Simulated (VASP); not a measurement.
A run of VASP 6.6.1 is set up as follows.

The input INCAR:

```
SYSTEM = Sb
  ALGO = Fast
  EDIFF = 1E-6
  ENCUT = 520
  GGA = PE
  ISIF = 2
  ISMEAR = 0
  LASPH = .TRUE.
  LCHARG = .TRUE.
  LELF = .TRUE.
  LREAL = Auto
  LVHAR = .TRUE.
  LWAVE = .FALSE.
  NBANDS = 62
  NELM = 100
  PREC = Accurate
  SIGMA = 0.1
```

Contents of KPOINTS:

```
k-points
0
G
  4 4 4
  0 0 0
```

The input POSCAR:

```
Sb
1.0
    6.2209225141     -6.2209225141      3.1104612571
   -6.2209225141      3.1104612571      6.2209225141
   -6.2209225141     -3.1104612571     -6.2209225141
Sb
19
Direct
    0.1965965654      0.2901696647      0.8946288894
    0.4003288571      0.6014728027      0.7994476846
    0.5999999504      0.9000000060      0.7000000225
    0.0034034181      0.5098303496      0.5053710753
    0.1965965654      0.8019676324      0.4064269398
    0.5994171430      0.1587682370      0.9406488647
    0.7898892791      0.4421295224      0.8477597154
    0.0999999596     -0.1000000400      0.6999999582
    0.4101107503      0.3578704436      0.5522402654
    0.6005828865      0.6412317290      0.4593511161
    0.7976286457      0.9554697855      0.3421588189
   -0.0202362913      0.2404779832      0.2392856842
    0.2202364033      0.5595219828      0.1607143792
    0.4023713194      0.8445301622      0.0578411159
    0.7996710438      0.1985271312      0.6005521997
    0.4003288571      0.1008811311      0.2988560130
    0.5999999504      0.3999999669      0.1999999835
    0.7996711081      0.6991188992      0.1011439218
    0.0034034181     -0.0019676985     -0.0064269728
```

Potentials or basis: VASP PAW PBE potentials, release 64 (Sb).

Command:

```console
$ cat potpaw_PBE.64/Sb/POTCAR > POTCAR
$ mpirun -np 1 vasp_std > vasp.out
```

Problem. Predict the band gap on the k mesh.

Solution. None (metal or under the smearing width).

Problem. Estimate the largest force.

Solution. 0.014 eV/Å.

Problem. Predict the pressure.

Solution. -1.2 GPa.

Forces in eV/Å, atoms in the order of the input:
```
Sb  -0.003 -0.005  0.000
Sb  -0.006 -0.001  0.009
Sb   0.000  0.000  0.000
Sb   0.003  0.005  0.000
Sb   0.003 -0.005  0.000
Sb   0.000 -0.002  0.009
Sb   0.000  0.006  0.007
Sb   0.000  0.000  0.000
Sb   0.000 -0.006 -0.007
Sb   0.000  0.002 -0.009
Sb   0.000 -0.008 -0.008
Sb   0.000  0.013  0.005
Sb   0.000 -0.013 -0.005
Sb   0.000  0.008  0.008
Sb   0.006  0.001 -0.009
Sb   0.006 -0.001  0.009
Sb   0.000  0.000  0.000
Sb  -0.006  0.001 -0.009
Sb  -0.003  0.005  0.000
```

Spin-orbit coupling is left out, which matters for the levels of Sb.
